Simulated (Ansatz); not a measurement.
CuO:

```
CELL_PARAMETERS angstrom
1.99097 -2.15355 0.00000
1.99097 2.15355 0.00000
0.00000 0.00000 5.15593
ATOMIC_POSITIONS crystal
Cu 0.50000 0.00000 0.00000
Cu 0.00000 0.50000 0.50000
O 0.50000 0.50000 0.25000
O 0.50000 0.50000 0.75000
```

Measurements of this composition are mostly on another form, of space group No. 15.

```yaml
Program: Ansatz 0.2.0
Task: relaxation of cell and atoms
Functional: BLYP
Potentials_or_basis: Ansatz PAW
Cutoff: "420 eV (not typed: the program's choice for these potentials)"
k_mesh: 9 × 9 × 5
Occupations: fermi-dirac, width 0.05 eV
Spin: no spin polarisation
```

At the start: volume 11.05 Å³/atom.

Question: Where does the relaxation end?

Answer: It ends after 11 steps and the volume is 11.65 Å³/atom (+5.4 %); space group P4_2/mmc (No. 131, to 0.05 Å).

The path:
```csv
step,energy change (eV),largest force (eV/Å),volume (Å³)
1,0.0000,0.0000,44.21
2,-0.0327,0.0000,45.35
3,-0.0404,0.0000,46.37
4,-0.0404,0.0000,46.39
5,-0.0405,0.0000,46.38
6,-0.0561,0.0000,46.38
7,-0.0566,0.0000,46.56
8,-0.0565,0.0000,46.58
9,-0.0578,0.0000,46.58
10,-0.0578,0.0000,46.59
11,-0.0578,0.0000,46.59
```

Final structure:
```yaml
crystal:
  lattice:
    - [2.11423, -2.12017, 0.00000]
    - [2.11423, 2.12017, 0.00000]
    - [0.00000, 0.00000, 5.19661]
  atoms:
    - { symbol: Cu, position: [0.50000, 0.00000, 0.00000] }
    - { symbol: Cu, position: [0.00000, 0.50000, 0.50000] }
    - { symbol: O, position: [0.50000, 0.50000, 0.25000] }
    - { symbol: O, position: [0.50000, 0.50000, 0.75000] }
```

Caveat: the plane-wave basis is chosen anew once the cell has moved, so the energies of steps on either side of that aren't comparable; the pressure holds a Pulay correction of +0.8 GPa for the finite cutoff; the run has no spin polarisation, though such a crystal can be magnetic; the PAW data sets come from PBE, with cores solved anew for the run's functional, which leaves a small shift of forces and pressure.
